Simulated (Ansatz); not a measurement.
# Ti: course of a relaxation

The calculation used DFT r2SCAN, scalar-relativistic, plane waves, PAW in Ansatz 0.2.0. Settings: 500 eV cutoff, 18×18×10 k-mesh, Gaussian smearing of 0.10 eV, no spin polarisation.

What was changed: relaxed at -3 GPa.

Command:

```bash
ansatz run input.yaml --threads 1 --pin off --max-ram 2560MiB --backend cpu --events-out ev --progress --plain --runs-dir out
```

Input:

```yaml
crystal:
  lattice:
    - [2.9636247049, 0.0, 0.0]
    - [-1.4818123525, 2.5665742817, 0.0]
    - [0.0, 0.0, 4.6801383442]
  atoms:
    - { symbol: Ti, position: [0.3333333333, 0.6666666667, 0.25] }
    - { symbol: Ti, position: [0.6666666667, 0.3333333333, 0.75] }
basis:
  ecutwfc: 500
kpoints:
  mp_grid: { grid: [18, 18, 10] }
hamiltonian:
  xc: r2scan
scf:
  occupations: { method: gaussian, width: 0.1 }
output:
  forces: true
  stress: true
  eigenvalues: true
relax:
  adjacent_minimum: "off"
  f_tol: 0.008
  max_steps: 50
  cell: { stress_tol: 0.08, p_target: -3.0 }
```

F is the free energy. Steps run on the plane waves of an earlier cell, but the last one, and at times one on the way, on a freshly chosen basis, so a repeated geometry can differ a little in energy. The relaxation lowers the enthalpy F + PV at the target pressure, so F itself can rise.

Steps:

| step | F − F(1) (eV) | largest force component (eV/Å) | V (Å³/atom) | P (GPa) |
| --- | --- | --- | --- | --- |
| 1 | 0.0000 | 0.000 | 17.799 | -3.15 |
| 2 | -0.0022 | 0.000 | 17.741 | -2.80 |
| 3 | -0.0010 | 0.000 | 17.774 | -3.00 |
| 4 | -0.0010 | 0.000 | 17.774 | -3.00 |

Relaxed structure:

```xyz
2
Lattice="2.9617 0.0000 0.0000 -1.4809 2.5649 0.0000 0.0000 0.0000 4.6794" Properties=species:S:1:pos:R:3 pbc="T T T"
Ti    0.0000    1.7099    1.1698
Ti    1.4809    0.8550    3.5095
```

Symmetry: P6_3/mmc, No. 194, hexagonal system. The conventional cell has a = 2.962 Å, b = 2.962 Å, c = 4.679 Å, α = 90.00°, β = 90.00°, γ = 120.00°. Around Ti (site symmetry -6m2) lie 12 Ti at 2.90 to 2.96 Å.

The run converged. Time: 48 s on 1 thread of Intel(R) Xeon(R) Processor @ 2.70GHz (shared host), peak memory 0.56 GiB.